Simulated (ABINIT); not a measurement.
# MgO (Fm-3m) in ABINIT: settings compared, part 3 of 3

ABINIT 10.8.3 (patched build).

## 6. Equation of state, HCTH407

Contents of run.abi:

```
# Datasets: one volume each
ndtset 7
getwfk -1
scalecart1 3*0.9795861087
scalecart2 3*0.9864848297
scalecart3 3*0.9932883884
scalecart4 3*1.0000000000
scalecart5 3*1.0066227096
scalecart6 3*1.0131594038
scalecart7 3*1.0196128224

# Pseudopotentials
pp_dirpath "./"
pseudos "Mg.GGA_PBE-JTH.xml, O.GGA_PBE-JTH.xml"

# Structure
acell 3*1.0
rprim
     0.0000000000     3.9627583152     3.9627583152
     3.9627583152     0.0000000000     3.9627583152
     3.9627583152     3.9627583152     0.0000000000
ntypat 2
znucl 12 8
natom 2
typat 1 2
xred
     0.0000000000     0.0000000000     0.0000000000
     0.5000000000     0.5000000000     0.5000000000

# Plane-wave basis
ecut 625.861884 eV
pawecutdg 45.0

# k points
kptopt 1
ngkpt 11 11 11
nshiftk 1
shiftk 0.0 0.0 0.0

# Exchange and correlation
ixc 27

# Bands and occupations
nband 12
occopt 3
tsmear 0.00183747

# SCF cycle
nstep 100
tolvrs 1.0e-9

# Output
iomode 3
prtwf 1
prtden 0
prteig 0
prtebands 0
enunit 1
```

Potentials or basis: JTH PAW PBE v2.0.

Run with:

```console
$ abinit run.abi > log 2>&1
```

run.abo:

```text
.Version 10.8.3 of ABINIT
 DATASET    1 : space group Fm -3 m (#225); Bravais cF (face-center cubic)
================================================================================
 Values of the parameters that define the memory need for DATASET  1.
     intxc =       0    ionmov =       0      iscf =       7    lmnmax =       8
     lnmax =       4     mgfft =      24  mpssoang =       2    mqgrid =    3001
     natom =       2  nloc_mem =       2    nspden =       1   nspinor =       1
    nsppol =       1      nsym =      48    n1xccc =       1    ntypat =       2
    occopt =       3   xclevel =       2
       mpw =         626          nfft =       13824          nkpt =          56
 PAW method is used; the additional fine FFT grid is defined by:
   mgfftf=        36    nfftf =     46656
================================================================================
================================================================================
[... 71 lines left out ...]
 DATASET    7 : space group Fm -3 m (#225); Bravais cF (face-center cubic)
================================================================================
 Values of the parameters that define the memory need for DATASET  7.
     intxc =       0    ionmov =       0      iscf =       7    lmnmax =       8
     lnmax =       4     mgfft =      27  mpssoang =       2    mqgrid =    3001
     natom =       2  nloc_mem =       2    nspden =       1   nspinor =       1
    nsppol =       1      nsym =      48    n1xccc =       1    ntypat =       2
    occopt =       3   xclevel =       2
       mpw =         706          nfft =       19683          nkpt =          56
 PAW method is used; the additional fine FFT grid is defined by:
   mgfftf=        36    nfftf =     46656
================================================================================
================================================================================

--------------------------------------------------------------------------------
------------- Echo of variables that govern the present computation ------------
--------------------------------------------------------------------------------
 -outvars: echo values of preprocessed input variables --------
            acell      1.0000000000E+00  1.0000000000E+00  1.0000000000E+00 Bohr
              amu      2.43050000E+01  1.59994000E+01
             ecut      2.30000000E+01 Hartree
           enunit           1
           getwfk          -1
[... 158 lines left out ...]

   2.59069307E+02                                ecore*ucvol(ha*bohr**3)
--------------------------------------------------------------------------------

================================================================================

--- !BeginCycle
iteration_state: {dtset: 1, }
solver: {iscf: 7, nstep: 100, nline: 4, wfoptalg: 10, }
tolerances: {tolvrs: 1.00E-09, }
...
[... 1244 lines left out ...]
-Cartesian components of stress tensor (GPa)         [Pressure=  8.4962E-02 GPa]
- sigma(1 1)= -8.49617079E-02  sigma(3 2)=  0.00000000E+00
- sigma(2 2)= -8.49617079E-02  sigma(3 1)=  0.00000000E+00
- sigma(3 3)= -8.49617079E-02  sigma(2 1)=  0.00000000E+00

== END DATASET(S) ==============================================================
================================================================================

 -outvars: echo values of variables after computation  --------
            acell      1.0000000000E+00  1.0000000000E+00  1.0000000000E+00 Bohr
           etotal1    -7.9983443145E+01
           etotal2    -7.9985088514E+01
           etotal3    -7.9986372327E+01
           etotal4    -7.9987331984E+01
           etotal5    -7.9987992015E+01
           etotal6    -7.9988382814E+01
           etotal7    -7.9988530780E+01
            fcart1    -0.0000000000E+00 -0.0000000000E+00 -0.0000000000E+00
                      -0.0000000000E+00 -0.0000000000E+00 -0.0000000000E+00
            fcart2    -0.0000000000E+00 -0.0000000000E+00 -0.0000000000E+00
                      -0.0000000000E+00 -0.0000000000E+00 -0.0000000000E+00
            fcart3    -0.0000000000E+00 -0.0000000000E+00 -0.0000000000E+00
                      -0.0000000000E+00 -0.0000000000E+00 -0.0000000000E+00
            fcart4    -0.0000000000E+00 -0.0000000000E+00 -0.0000000000E+00
                      -0.0000000000E+00 -0.0000000000E+00 -0.0000000000E+00
            fcart5    -0.0000000000E+00 -0.0000000000E+00 -0.0000000000E+00
                      -0.0000000000E+00 -0.0000000000E+00 -0.0000000000E+00
[... 38 lines left out ...]
                       0.0000000000E+00  0.0000000000E+00  0.0000000000E+00
           xangst1     0.0000000000E+00  0.0000000000E+00  0.0000000000E+00
                       2.0541934328E+00  2.0541934328E+00  2.0541934328E+00
           xangst2     0.0000000000E+00  0.0000000000E+00  0.0000000000E+00
                       2.0686600604E+00  2.0686600604E+00  2.0686600604E+00
           xangst3     0.0000000000E+00  0.0000000000E+00  0.0000000000E+00
                       2.0829271324E+00  2.0829271324E+00  2.0829271324E+00
           xangst4     0.0000000000E+00  0.0000000000E+00  0.0000000000E+00
                       2.0970013913E+00  2.0970013913E+00  2.0970013913E+00
           xangst5     0.0000000000E+00  0.0000000000E+00  0.0000000000E+00
                       2.1108892225E+00  2.1108892225E+00  2.1108892225E+00
           xangst6     0.0000000000E+00  0.0000000000E+00  0.0000000000E+00
                       2.1245966794E+00  2.1245966794E+00  2.1245966794E+00
           xangst7     0.0000000000E+00  0.0000000000E+00  0.0000000000E+00
                       2.1381295072E+00  2.1381295072E+00  2.1381295072E+00
             xred      0.0000000000E+00  0.0000000000E+00  0.0000000000E+00
                       5.0000000000E-01  5.0000000000E-01  5.0000000000E-01
 Calculation completed.
```

Wall time 2.1 min (1 thread of Arm Neoverse V1, shared host); peak memory 0.13 GiB.

Results:

| Item | Value |
| --- | --- |
| Equilibrium volume | 9.80 Å³/atom (rough: see the caveat) |
| Bulk modulus | 138 GPa (rough) |

Energy against volume, from the lowest point:
```tsv
volume (Å³/atom)	energy (meV/atom)
8.668	69.22
8.853	46.83
9.037	29.37
9.221	16.31
9.406	7.33
9.590	2.01
9.775	0.00
```

Caveat: pressures at fixed basis lie under the slope of the energies; the minimum lies outside the volumes run; the PAW data sets were made with another functional, which shifts forces and pressure a little.

## 7. Summary

| task | level | dispersion computed by | gap on the mesh (eV) | pressure (GPa) |
| --- | --- | --- | --- | --- |
| equation of state | RPBE+D3 | simple-dftd3 1.7.0 | - | - |
| band structure | PBEsol | - | 4.76 | 2.6 |
| band structure | WC | - | 4.79 | 2.7 |
| band structure | PW91 | - | 4.90 | 6.4 |
| equation of state | HCTH407 | - | - | - |

Alike in all rows: potentials or basis JTH PAW PBE v2.0; no spin polarisation; cell as given; k mesh 11 × 11 × 11; cutoff (eV) 626; smearing fermi-dirac 0.05 eV.

On the cell as given the gap runs from 4.76 eV (PBEsol) to 4.90 eV (PW91). The pressure there spans 2.6 GPa (PBEsol) to 6.4 GPa (PW91); a positive pressure means that this level wants a larger cell, a negative one a smaller.

Caveats: the PAW data sets were made with another functional, which shifts forces and pressure a little; pressures at fixed basis lie under the slope of the energies (some runs); the minimum lies outside the volumes run (some runs).

Total energies depend on the potentials used, so only differences within one code and one set of settings carry meaning.

## 8. Against experiment

Step 3. A measured gap of MgO is 7.83 eV (quoted in “Electronic structure of alkaline earth and post-transition metal oxides”, 2009, arxiv:0908.1581); the calculated 4.76 eV misses it by -3.07 eV. The value is that of PBEsol, without temperature or zero-point motion. Semilocal functionals fall short of measured gaps as a rule. The cell is a database's relaxed one, not the measured one, which moves gaps too.

Step 4. A measured gap of MgO is 7.83 eV (quoted in “Electronic structure of alkaline earth and post-transition metal oxides”, 2009, arxiv:0908.1581); the calculated 4.79 eV misses it by -3.04 eV. The value is that of WC, without temperature or zero-point motion. Semilocal functionals fall short of measured gaps as a rule. The cell is a database's relaxed one, not the measured one, which moves gaps too.

Step 5. A measured gap of MgO is 7.83 eV (quoted in “Electronic structure of alkaline earth and post-transition metal oxides”, 2009, arxiv:0908.1581); the calculated 4.90 eV misses it by -2.93 eV. The value is that of PW91, without temperature or zero-point motion. Semilocal functionals fall short of measured gaps as a rule. The cell is a database's relaxed one, not the measured one, which moves gaps too.
